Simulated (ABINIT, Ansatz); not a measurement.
# KF (Carobbiite): one start, several treatments of the self-energy

How much does the gap of KF (Carobbiite) depend on the approximation to the self-energy?

Main program and level: ABINIT 10.8.3; PBE and many-body steps on it, plane waves.

### Step 1. Starting point

Symmetry: Fm-3m, No. 225, cubic system. The conventional cell has a = 5.344 Å, b = 5.344 Å, c = 5.344 Å, α = 90.00°, β = 90.00°, γ = 90.00°. Nearest to K lie 6 F at 2.67 Å. Nearest to F lie 6 K at 2.67 Å. Farther neighbours and most contacts between anions are not listed.

The cell and positions come from the Crystallography Open Database and are kept as given unless a step says otherwise.

### Step 2. Empty states on the mesh, 6×6×6 mesh, 708 bands

This step: ABINIT 10.8.3; DFT, PBE, plane waves, norm-conserving pseudopotentials.

The sums over transitions need many empty states on a uniform mesh; this step solves for them.

The input, run.abi:

```
acell 3*1.0 Angstrom
rprim 
  -0.000000000000 2.671850000000 2.671850000000
  2.671850000000 -0.000000000000 2.671850000000
  2.671850000000 2.671850000000 0.000000000000
ntypat 2
znucl 19 9
natom 2
typat 1 2
xred 
  0.000000000000 0.000000000000 0.000000000000
  0.500000000000 0.500000000000 0.500000000000
pp_dirpath "pseudos"
pseudos "K.upf, F.upf"
ecut 36
ngkpt 6 6 6
nshiftk 1
shiftk 0 0 0
kptopt 1
chksymbreak 0
irdden 1
istwfk *1
nband 708
prtvol 0
optdriver 6
gwr_task "HDIAGO"
paral_kgb 0
occopt 1
indata_prefix "in"
outdata_prefix "out"
tmpdata_prefix "tmp"
```

The run is started by

```console
$ OMP_NUM_THREADS=1 mpirun -n 8 abinit run.abi > log
```

Log:

```text
.Version 10.8.3 of ABINIT. v10.8.2 released Aug 2026.

 Symmetries : space group Fm -3 m (#225); Bravais cF (face-center cubic)
[... echo of the input left out ...]
== DATASET  1 ==================================================================
-   mpi_nproc: 8, omp_nthreads: 1 (-1 if OMP is not activated)

--- !DatasetInfo
iteration_state: {dtset: 1, }
dimensions: {natom: 2, nkpt: 16, mband: 708, nsppol: 1, nspinor: 1, nspden: 1, mpw: 2685, }
cutoff_energies: {ecut:  36.0, pawecutdg:  -1.0, }
[...]
Direct band gap semiconductor
 Fundamental gap:     6.199 (eV)
   VBM:     0.131 (eV) at k: [ 0.0000E+00,  0.0000E+00,  0.0000E+00]
   CBM:     6.330 (eV) at k: [ 0.0000E+00,  0.0000E+00,  0.0000E+00]
 Direct gap:         6.199 (eV) at k: [ 0.0000E+00,  0.0000E+00,  0.0000E+00]

== END DATASET(S) ==============================================================
================================================================================

 -outvars: echo values of variables after computation  --------
           etotal      0.0000000000E+00
            nband         708
             nkpt          16
          spgroup         225
 [... the other variables as echoed above ...]

 Calculation completed.
```

Elapsed: 37 s, on 8 MPI ranks of Arm Neoverse V1, shared host; peak memory 3.7 GiB.

Numbers from this step:

* gap: 6.199 eV
* k of the valence top: 0, 0, 0
* k of the conduction bottom: 0, 0, 0
* least direct gap: 6.199 eV
* k points computed: 16
* lowest point of the top converged band, above the valence top: 390.3015 eV

On this mesh the gap is 6.199 eV.

The density comes from a self-consistent run that is not shown.

### Step 3. Screening, 6×6×6 mesh, 290 bands, screening to 283 eV

The RPA dielectric matrix is built and inverted for each q.

This step: RPA screening on PBE, plane waves, norm-conserving pseudopotentials.

run.abi, as its differences from that of step 2:

```diff
@@ -20,10 +20,11 @@
 chksymbreak 0
-irdden 1
 istwfk *1
-nband 708
-prtvol 0
-optdriver 6
-gwr_task "HDIAGO"
-paral_kgb 0
 occopt 1
+irdwfk 1
+optdriver 3
+nband 290
+ecuteps 10.4
+inclvkb 2
+awtr 1
+symchi 1
 indata_prefix "in"
```

Log:

```text
.Version 10.8.3 of ABINIT. v10.8.2 released Aug 2026.

 Symmetries : space group Fm -3 m (#225); Bravais cF (face-center cubic)
[... echo of the input left out ...]
== DATASET  1 ==================================================================
-   mpi_nproc: 8, omp_nthreads: 1 (-1 if OMP is not activated)

--- !DatasetInfo
iteration_state: {dtset: 1, }
dimensions: {natom: 2, nkpt: 16, mband: 290, nsppol: 1, nspinor: 1, nspden: 1, mpw: 2685, }
cutoff_energies: {ecut:  36.0, pawecutdg:  -1.0, }
electrons: {nelect:   1.60000000E+01, charge:   0.00000000E+00, occopt:   1.00000000E+00, tsmear:   1.00000000E-02, }

 SCREENING: Calculation of the susceptibility and dielectric matrices

 Based on a program developped by R.W. Godby, V. Olevano, G. Onida, and L. Reining.
 Incorporated in ABINIT by V. Olevano, G.-M. Rignanese, and M. Torrent.
.Using double precision arithmetic ; gwpc =  8

[... cell and pseudopotentials left out ...]
--------------------------------------------------------------------------------

 ==== K-mesh for the wavefunctions ====
 Number of points in the irreducible wedge :    16
[... list of points left out ...]
 Together with 48 symmetry operations and time-reversal symmetry
 yields   216 points in the full Brillouin Zone.

 ==== Q-mesh for the screening function ====
 Number of points in the irreducible wedge :    16
[... list of points left out ...]
 Together with 48 symmetry operations and time-reversal symmetry
 yields   216 points in the full Brillouin Zone.

 setmesh: FFT mesh size selected  =    30x   30x   30
          total number of points  =        27000

 vcoul_init : cutoff-mode = AUXILIARY_FUNCTION
 q-points for optical limit:   1
     1)      0.000010    0.000020    0.000030

- screening: taking advantage of time-reversal symmetry
- Maximum band index for partially occupied states nbvw = 8
- Remaining bands to be divided among processors   nbcw = 282
- Number of bands treated by each node ~35

 Number of electrons calculated from density =   16.0000; Expected =   16.0000
 average of density, n =  0.062152
 r_s =    1.5661
 omega_plasma =   24.0483 [eV]

 calculating chi0 at frequencies [eV] :
  1    0.000000E+00    0.000000E+00
  2    0.000000E+00    2.404829E+01

--------------------------------------------------------------------------------
  q-point number  1        q = ( 0.000000, 0.000000, 0.000000) [r.l.u.]
--------------------------------------------------------------------------------
[... chi0 elements left out ...]
 For q-point:  0.000010 0.000020 0.000030
  dielectric constant =   1.8935
  dielectric constant without local fields =   2.1064

  Average fulfillment of the sum rule on Im[epsilon] for q-point    1 :     86.25  [%]
[... wings left out ...]
  q-point number  2        q = ( 0.166667, 0.000000, 0.000000) [r.l.u.]
--------------------------------------------------------------------------------
[... chi0 elements left out ...]
  Average fulfillment of the sum rule on Im[epsilon] for q-point    2 :     90.34  [%]

 [... 14 further q-points ...]
```

It took 5.5 min on 8 MPI ranks; peak memory 3.8 GiB.

Numbers from this step:

```yaml
eps_infinity_with_local_fields_on_this_mesh_along_the_program_s_q_direction: 1.893
the_same_without_local_fields: 2.106
plasma_frequency: 24.05 eV
plane_waves_in_the_screening_matrix: 411
```

Local fields lower ε∞ by 10 %.

### Step 4. G0W0, Godby-Needs plasmon pole

The self-energy is evaluated for the states that the input lists, and the levels follow from it, in one-shot runs by the linearised quasiparticle equation.

This step: G0W0 on PBE, plane waves, norm-conserving pseudopotentials.

run.abi, as its differences from that of step 3:

```diff
@@ -23,8 +23,15 @@
 irdwfk 1
-optdriver 3
+optdriver 4
 nband 290
+gwcalctyp 0
+ecutsigx 36
+symsigma 1
+nkptgw 1
+kptgw 
+  0.0000000000 0.0000000000 0.0000000000
+bdgw 
+  6 12
 ecuteps 10.4
-inclvkb 2
-awtr 1
-symchi 1
+irdscr 1
+ppmodel 1
 indata_prefix "in"
```

Log:

```text
.Version 10.8.3 of ABINIT. v10.8.2 released Aug 2026.

 Symmetries : space group Fm -3 m (#225); Bravais cF (face-center cubic)
[... echo of the input left out ...]
== DATASET  1 ==================================================================
-   mpi_nproc: 8, omp_nthreads: 1 (-1 if OMP is not activated)

--- !DatasetInfo
iteration_state: {dtset: 1, }
dimensions: {natom: 2, nkpt: 16, mband: 290, nsppol: 1, nspinor: 1, nspden: 1, mpw: 2685, }
cutoff_energies: {ecut:  36.0, pawecutdg:  -1.0, }
electrons: {nelect:   1.60000000E+01, charge:   0.00000000E+00, occopt:   1.00000000E+00, tsmear:   1.00000000E-02, }

 SIGMA: Calculation of the GW corrections

 Based on a program developped by R.W. Godby, V. Olevano, G. Onida, and L. Reining.
 Incorporated in ABINIT by V. Olevano, G.-M. Rignanese, and M. Torrent.
.Using double precision arithmetic ; gwpc =  8

[... cell and pseudopotentials left out ...]
--------------------------------------------------------------------------------

 ==== K-mesh for the wavefunctions ====
 Number of points in the irreducible wedge :    16
[... list of points left out ...]
 Together with 48 symmetry operations and time-reversal symmetry
 yields   216 points in the full Brillouin Zone.

 ==== Q-mesh for screening function ====
 Number of points in the irreducible wedge :    16
[... list of points left out ...]
 Together with 48 symmetry operations and time-reversal symmetry
 yields   216 points in the full Brillouin Zone.

 vcoul_init : cutoff-mode = AUXILIARY_FUNCTION
 q-points for optical limit:   1
     1)      0.000010    0.000020    0.000030
 setmesh: FFT mesh size selected  =    40x   40x   40
          total number of points  =        64000

 Number of electrons calculated from density =   16.0000; Expected =   16.0000
 average of density, n =  0.062152
 r_s =    1.5661
 omega_plasma =   24.0483 [eV]

 === KS Band Gaps ===
  >>>> For spin  1
   Minimum direct gap =   6.1994 [eV], located at k-point      :   0.0000  0.0000  0.0000
   Fundamental gap    =   6.1994 [eV], Top of valence bands at :   0.0000  0.0000  0.0000
                                       Bottom of conduction at :   0.0000  0.0000  0.0000
 SIGMA fundamental parameters:
 PLASMON POLE MODEL  1
 number of plane-waves for SigmaX                 2685
 number of plane-waves for SigmaC and W            411
 number of plane-waves for wavefunctions          2685
 number of bands                                   290
 number of independent spin polarizations            1
 number of spinorial components                      1
 number of k-points in IBZ                          16
 number of q-points in IBZ                          16
 number of symmetry operations                      48
 number of k-points in BZ                          216
 number of q-points in BZ                          216
 number of frequencies for dSigma/dE                 9
 frequency step for dSigma/dE [eV]                0.25
 number of omega for Sigma on real axis              0
 max omega for Sigma on real axis  [eV]           0.00
 zcut for avoiding poles [eV]                     0.10

 EPSILON^-1 parameters (SCR file):
 dimension of the eps^-1 matrix on file            411
 dimension of the eps^-1 matrix used               411
 number of plane-waves for wavefunctions          2685
 number of bands                                   290
 number of q-points in IBZ                          16
 number of frequencies                               2
 number of real frequencies                          1
 number of imag frequencies                          1

 matrix elements of self-energy operator (all in [eV])

 Perturbative Calculation

--- !SelfEnergy_ee
iteration_state: {dtset: 1, }
kpoint     : [   0.000,    0.000,    0.000, ]
spin       : 1
KS_gap     :    6.199
QP_gap     :    9.703
Delta_QP_KS:    3.503
data: !SigmaeeData |
     Band     E0 <VxcDFT>   SigX SigC(E0)      Z dSigC/dE  Sig(E)    E-E0       E
        6   0.131 -21.899 -29.568   4.513   0.804  -0.244 -24.436  -2.537  -2.406
        7   0.131 -21.899 -29.568   4.513   0.804  -0.244 -24.436  -2.537  -2.406
        8   0.131 -21.899 -29.568   4.513   0.804  -0.244 -24.436  -2.537  -2.406
        9   6.330  -7.969  -4.027  -2.865   0.897  -0.115  -7.003   0.966   7.296
       10  10.825 -10.841  -4.975  -3.272   0.890  -0.124  -8.534   2.307  13.132
       11  10.825 -10.841  -4.975  -3.272   0.890  -0.124  -8.534   2.307  13.132
       12  10.825 -10.841  -4.975  -3.272   0.890  -0.124  -8.534   2.307  13.132

== END DATASET(S) ==============================================================
================================================================================

 -outvars: echo values of variables after computation  --------
           etotal      0.0000000000E+00
            nband         290
             nkpt          16
          spgroup         225
 [... the other variables as echoed above ...]

 Calculation completed.
```

Run time: 36 s. Hardware: 8 MPI ranks; peak memory 4.1 GiB.

This step gave:

| Item | Value |
| --- | --- |
| G0W0 gap on the points computed | 9.702 eV |
| starting gap on the mesh | 6.199 eV |
| k of the valence top | 0, 0, 0 |
| k of the conduction bottom | 0, 0, 0 |
| Z at the valence top | 0.804 |
| Z at the conduction bottom | 0.897 |
| least direct G0W0 gap on the computed points | 9.702 eV |

The gap on the mesh goes from 6.20 eV to 9.70 eV, a correction of +3.50 eV.

### Step 5. G0W0, von der Linden-Horsch plasmon pole

run.abi, as its differences from that of step 4:

```diff
@@ -35,3 +35,3 @@
 irdscr 1
-ppmodel 1
+ppmodel 3
 indata_prefix "in"
```

Log:

```text
.Version 10.8.3 of ABINIT. v10.8.2 released Aug 2026.

 Symmetries : space group Fm -3 m (#225); Bravais cF (face-center cubic)
[... echo of the input left out ...]
== DATASET  1 ==================================================================
-   mpi_nproc: 8, omp_nthreads: 1 (-1 if OMP is not activated)

--- !DatasetInfo
iteration_state: {dtset: 1, }
dimensions: {natom: 2, nkpt: 16, mband: 290, nsppol: 1, nspinor: 1, nspden: 1, mpw: 2685, }
cutoff_energies: {ecut:  36.0, pawecutdg:  -1.0, }
electrons: {nelect:   1.60000000E+01, charge:   0.00000000E+00, occopt:   1.00000000E+00, tsmear:   1.00000000E-02, }

 SIGMA: Calculation of the GW corrections

 Based on a program developped by R.W. Godby, V. Olevano, G. Onida, and L. Reining.
 Incorporated in ABINIT by V. Olevano, G.-M. Rignanese, and M. Torrent.
.Using double precision arithmetic ; gwpc =  8

[... cell and pseudopotentials left out ...]
--------------------------------------------------------------------------------

 ==== K-mesh for the wavefunctions ====
 Number of points in the irreducible wedge :    16
[... list of points left out ...]
 Together with 48 symmetry operations and time-reversal symmetry
 yields   216 points in the full Brillouin Zone.

 ==== Q-mesh for screening function ====
 Number of points in the irreducible wedge :    16
[... list of points left out ...]
 Together with 48 symmetry operations and time-reversal symmetry
 yields   216 points in the full Brillouin Zone.

 vcoul_init : cutoff-mode = AUXILIARY_FUNCTION
 q-points for optical limit:   1
     1)      0.000010    0.000020    0.000030
 setmesh: FFT mesh size selected  =    40x   40x   40
          total number of points  =        64000

 Number of electrons calculated from density =   16.0000; Expected =   16.0000
[...]
number of q-points in BZ                          216
 number of frequencies for dSigma/dE                 9
 frequency step for dSigma/dE [eV]                0.25
 number of omega for Sigma on real axis              0
 max omega for Sigma on real axis  [eV]           0.00
 zcut for avoiding poles [eV]                     0.10

 EPSILON^-1 parameters (SCR file):
 dimension of the eps^-1 matrix on file            411
 dimension of the eps^-1 matrix used               411
 number of plane-waves for wavefunctions          2685
 number of bands                                   290
 number of q-points in IBZ                          16
 number of frequencies                               2
 number of real frequencies                          1
 number of imag frequencies                          1

 matrix elements of self-energy operator (all in [eV])

 Perturbative Calculation

--- !SelfEnergy_ee
iteration_state: {dtset: 1, }
kpoint     : [   0.000,    0.000,    0.000, ]
spin       : 1
KS_gap     :    6.199
QP_gap     :   10.247
Delta_QP_KS:    4.047
data: !SigmaeeData |
     Band     E0 <VxcDFT>   SigX SigC(E0)      Z dSigC/dE  Sig(E)    E-E0       E
        6   0.131 -21.899 -29.568   3.927   0.900  -0.111 -25.267  -3.368  -3.237
        7   0.131 -21.899 -29.568   3.927   0.900  -0.111 -25.267  -3.368  -3.237
        8   0.131 -21.899 -29.568   3.927   0.900  -0.111 -25.267  -3.368  -3.237
        9   6.330  -7.969  -4.027  -3.223   0.946  -0.058  -7.290   0.679   7.010
       10  10.825 -10.841  -4.975  -3.647   0.940  -0.063  -8.754   2.087  12.912
       11  10.825 -10.841  -4.975  -3.647   0.940  -0.063  -8.754   2.087  12.912
       12  10.825 -10.841  -4.975  -3.647   0.940  -0.063  -8.754   2.087  12.912

== END DATASET(S) ==============================================================
================================================================================

 -outvars: echo values of variables after computation  --------
           etotal      0.0000000000E+00
            nband         290
             nkpt          16
          spgroup         225
 [... the other variables as echoed above ...]

 Calculation completed.
```

Run time: 18 s. Hardware: 8 MPI ranks; peak memory 3.1 GiB.

Numbers from this step:

```yaml
g0w0_gap_on_the_points_computed: 10.25 eV
starting_gap_on_the_mesh: 6.199 eV
k_of_the_valence_top: 0, 0, 0
k_of_the_conduction_bottom: 0, 0, 0
z_at_the_valence_top: 0.9
z_at_the_conduction_bottom: 0.946
least_direct_g0w0_gap_on_the_computed_points: 10.25 eV
```

Against G0W0 in ABINIT (6×6×6 mesh, 290 bands, screening to 283 eV, Godby-Needs plasmon pole), the gap moves by +0.545 eV.

### Step 6. G0W0, Engel-Farid plasmon pole

run.abi, as its differences from that of step 5:

```diff
@@ -35,3 +35,3 @@
 irdscr 1
-ppmodel 3
+ppmodel 4
 indata_prefix "in"
```

Log:

```text
.Version 10.8.3 of ABINIT. v10.8.2 released Aug 2026.

 Symmetries : space group Fm -3 m (#225); Bravais cF (face-center cubic)
[... echo of the input left out ...]
== DATASET  1 ==================================================================
-   mpi_nproc: 8, omp_nthreads: 1 (-1 if OMP is not activated)

--- !DatasetInfo
iteration_state: {dtset: 1, }
dimensions: {natom: 2, nkpt: 16, mband: 290, nsppol: 1, nspinor: 1, nspden: 1, mpw: 2685, }
cutoff_energies: {ecut:  36.0, pawecutdg:  -1.0, }
[...]
10  10.825 -10.841  -4.975  -3.424   0.897  -0.115  -8.651   2.190  13.015
       11  10.825 -10.841  -4.975  -3.424   0.897  -0.115  -8.651   2.190  13.015
       12  10.825 -10.841  -4.975  -3.424   0.897  -0.115  -8.651   2.190  13.015

== END DATASET(S) ==============================================================
================================================================================

 -outvars: echo values of variables after computation  --------
           etotal      0.0000000000E+00
            nband         290
             nkpt          16
          spgroup         225
 [... the other variables as echoed above ...]

 Calculation completed.
```

Elapsed: 18 s, on 8 MPI ranks; peak memory 3.1 GiB.

This step gave:

- G0W0 gap on the points computed: 9.960 eV
- starting gap on the mesh: 6.199 eV
- k of the valence top: 0, 0, 0
- k of the conduction bottom: 0, 0, 0
- least direct G0W0 gap on the computed points: 9.960 eV

Against G0W0 in ABINIT (6×6×6 mesh, 290 bands, screening to 283 eV, Godby-Needs plasmon pole), the gap moves by +0.258 eV.

### Step 7. One-shot Hartree-Fock

This step: one-shot Hartree-Fock on PBE, plane waves, norm-conserving pseudopotentials.

run.abi, as its differences from that of step 6:

```diff
@@ -24,4 +24,4 @@
 optdriver 4
-nband 290
-gwcalctyp 0
+nband 12
+gwcalctyp 5
 ecutsigx 36
@@ -33,5 +33,4 @@
   6 12
-ecuteps 10.4
-irdscr 1
-ppmodel 4
+ixc_sigma 40
+fftgw 31
 indata_prefix "in"
```

The run is started by

```console
$ OMP_NUM_THREADS=1 mpirun -n 6 abinit run.abi > log
```

Log:

```text
.Version 10.8.3 of ABINIT. v10.8.2 released Aug 2026.

 Symmetries : space group Fm -3 m (#225); Bravais cF (face-center cubic)
[... echo of the input left out ...]
== DATASET  1 ==================================================================
-   mpi_nproc: 6, omp_nthreads: 1 (-1 if OMP is not activated)

--- !DatasetInfo
iteration_state: {dtset: 1, }
dimensions: {natom: 2, nkpt: 16, mband: 12, nsppol: 1, nspinor: 1, nspden: 1, mpw: 2685, }
cutoff_energies: {ecut:  36.0, pawecutdg:  -1.0, }
[...]
10  10.825 -10.841  -4.975   0.000   1.000   0.000  -4.975   5.866  16.690
       11  10.825 -10.841  -4.975   0.000   1.000   0.000  -4.975   5.866  16.690
       12  10.825 -10.841  -4.975   0.000   1.000   0.000  -4.975   5.866  16.690

== END DATASET(S) ==============================================================
================================================================================

 -outvars: echo values of variables after computation  --------
           etotal      0.0000000000E+00
            nband          12
             nkpt          16
          spgroup         225
 [... the other variables as echoed above ...]

 Calculation completed.
```

Run time: 2.7 s. Hardware: 6 MPI ranks; peak memory 0.19 GiB; 16 s of CPU time.

This step gave:

* quasiparticle gap on the points computed: 17.81 eV
* starting gap on the mesh: 6.199 eV
* k of the valence top: 0, 0, 0
* k of the conduction bottom: 0, 0, 0
* least direct quasiparticle gap on the computed points: 17.81 eV

Against G0W0 in ABINIT (6×6×6 mesh, 290 bands, screening to 283 eV, Godby-Needs plasmon pole), the gap moves by +8.109 eV.

(Continued in part 2 of 2.)

[Paths, hosts, dates, memory and timing lines, banners, echoed tables and standing remarks are left out of the program output.]

[Logs are printed without paths, hosts, clocks, repeated set-up lines and the standing remarks that a program may print on its own settings, such as how far it seeks lower states.]

[Runs of the session that timed out or met a known fault of the program may be left out.]

[Hosts, paths, dates, database ids (printed as entryN), source tags and the programs' standing remarks are cut or masked in the printed files.]

[G0W0 gaps are taken among the corrected bands and points alone; a level outside them can change the order at an edge.]

[Where Ansatz stands beside ABINIT at settings called matched, ABINIT's density can come from a denser mesh and the files from another edition; pairs whose starting gaps differed by over 0.03 eV were left out, so agreement reads better than it is.]
